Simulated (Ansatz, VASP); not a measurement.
# Two plane-wave programs on Nb

```xyz
1
Lattice="2.7525 0.0000 0.0000 0.0000 2.7525 0.0000 0.0000 0.0000 2.7525" Properties=species:S:1:pos:R:3 pbc="T T T"
Nb    0.0000    0.0000    0.0000
```

Change from the starting cell: volume scaled by 1.04, PAW files.

Alike in both runs: task electric field gradients; functional PBE; k mesh 13 × 13 × 13; occupations fermi-dirac, width 0.03 eV; no spin polarisation.

|  | VASP | Ansatz |
| --- | --- | --- |
| version | VASP 6.6.1 | Ansatz 0.2.0 |
| potentials or method | VASP PAW PBE potentials, release 64 (Nb_sv) | PAW with Ansatz's default frozen-core files, scalar-relativistic |
| plane-wave cutoff (eV) | 520 | 420 |
| valence electrons in the cell | 13 | 13 |

Ansatz gave:

| Quantity | Value |
| --- | --- |
| pressure (GPa) | -4.9 |
| Vzz of the field gradient on the site that differs most (V/Å²) | 0.0 |

Which values does VASP return?

Pressure (GPa): -5.1; Vzz of the field gradient on the site that differs most (V/Å²): 0.0.

With one functional, cell and mesh, what is left measures potentials, basis and numerics. Ansatz warned: «gradients_without_spin_orbit».
